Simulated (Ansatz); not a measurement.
# Rh: the cost of one run

Program: Ansatz 0.2.0 through its Python package. Level of theory: DFT PBE, plane waves, PAW. These are calculated values, not measurements.

This is Rh in the bcc structure; at room conditions it is fcc.

## (1) The system

Rh Im-3m: Symmetry: Im-3m, No. 229, cubic system. Conventional cell: a = 3.010 Å, b = 3.010 Å, c = 3.010 Å, α = 90.00°, β = 90.00°, γ = 90.00°. Rh (site symmetry m-3m) has 8 Rh at 2.61 Å as nearest neighbours.

Rh Fm-3m: Symmetry: Fm-3m, No. 225, cubic system. Conventional cell: a = 3.800 Å, b = 3.800 Å, c = 3.800 Å, α = 90.00°, β = 90.00°, γ = 90.00°. Rh (site symmetry m-3m) has 12 Rh at 2.69 Å as nearest neighbours.

Rh Fd-3m: It takes space group Fd-3m (No. 227, cubic). The conventional cell has a = 5.220 Å, b = 5.220 Å, c = 5.220 Å, α = 90.00°, β = 90.00°, γ = 90.00°. Around Rh (site symmetry -43m) lie 4 Rh at 2.26 Å.

No structure file is read: the coordinates are typed or built in the script.

## (2) The code

File run_prototypes.py:

```python
"""Rh on common prototypes, each relaxed."""

import warnings

import ansatz as az
import numpy as np
import spglib


def bcc(A, a):
    return (
        az.Lattice.bcc(a)
        .space_group(229)
        .atom(A, (0, 0, 0))
        .primitive()
    )


def fcc(a_site, a):
    return (
        az.Lattice.fcc(a)
        .space_group(225)
        .atom(a_site, (0, 0, 0))
        .primitive()
    )


def diamond(A, a):
    return (
        az.Lattice.fcc(a)
        .space_group(227, origin_choice=1)
        .atom(A, (0, 0, 0))
        .primitive()
    )


def solve(name, crystal):
    calc = (
        crystal.calculation()
        .functional("pbe")
        .basis(16 * az.Ha)
        .kpoints(spacing=0.33)
        .occupations("gaussian", width=0.05)
        .stress()
        .band_table()
    )
    calc = calc.relax(force_tolerance=0.02, max_steps=60, cell=True)
    return calc.run()


def space_group(outcome):
    sites = outcome.report["lattice"]["sites"]
    kinds = sorted({site["symbol"] for site in sites})
    cell = (outcome.lattice.cell_ang, [site["position_frac"] for site in sites], [kinds.index(site["symbol"]) for site in sites])
    return spglib.get_spacegroup(cell, symprec=0.01)


def volume_per_atom(outcome):
    return abs(np.linalg.det(outcome.lattice.cell_ang)) / len(outcome.lattice.sites)


def main() -> None:
    # starting lattice constants are rough guesses; the relaxation finds the rest
    warnings.simplefilter("ignore", az.DeckWarning)

    phases = {}
    phases["bcc"] = bcc("Rh", 3.01)
    phases["fcc"] = fcc("Rh", 3.8)
    phases["diamond"] = diamond("Rh", 5.22)

    done = {}
    for name, crystal in phases.items():
        try:
            done[name] = solve(name, crystal)
        except az.NonConvergedError as error:
            print(name, "did not converge:", str(error)[:120])

    energy = {name: o.report["energy_sigma0_ev"] / len(o.lattice.sites) for name, o in done.items()}
    lowest = min(energy.values())
    rows = [(name, len(o.lattice.sites), 1000 * (energy[name] - lowest), space_group(o), volume_per_atom(o)) for name, o in done.items()]
    rows.sort(key=lambda row: row[2])
    print("| phase | atoms | dE (meV/atom) | space group | V (A^3/atom) |")
    print("| --- | --- | --- | --- | --- |")
    for row in rows:
        print(f"| {row[0]} | {row[1]:d} | {row[2]:.1f} | {row[3]} | {row[4]:.3f} |")
    print("lowest in energy:", rows[0][0])


if __name__ == "__main__":
    main()
```

## (3) The calls as engine input

The engine receives this input (first run):

```yaml
crystal:
  lattice:
    bravais: bcc
    a: 3.01
  space_group: 229
  atoms:
    - { symbol: Rh, position: [0.0, 0.0, 0.0] }
  reduce_to_primitive: true
basis:
  ecutwfc: 435.382179935808
kpoints:
  mp_grid:
    kspacing: 0.33
hamiltonian:
  xc: pbe
scf:
  occupations:
    method: gaussian
    width: 0.05
relax:
  f_tol: 0.02
  max_steps: 60
  cell: {}
output:
  stress: true
  eigenvalues: true
```

## (4) Running it

Run with:

```sh
$ python run_prototypes.py
```

Q: Estimate wall time and peak memory on 1 thread of Arm Neoverse V2, shared host.

About 10 s, with a peak of 0.38 GiB.
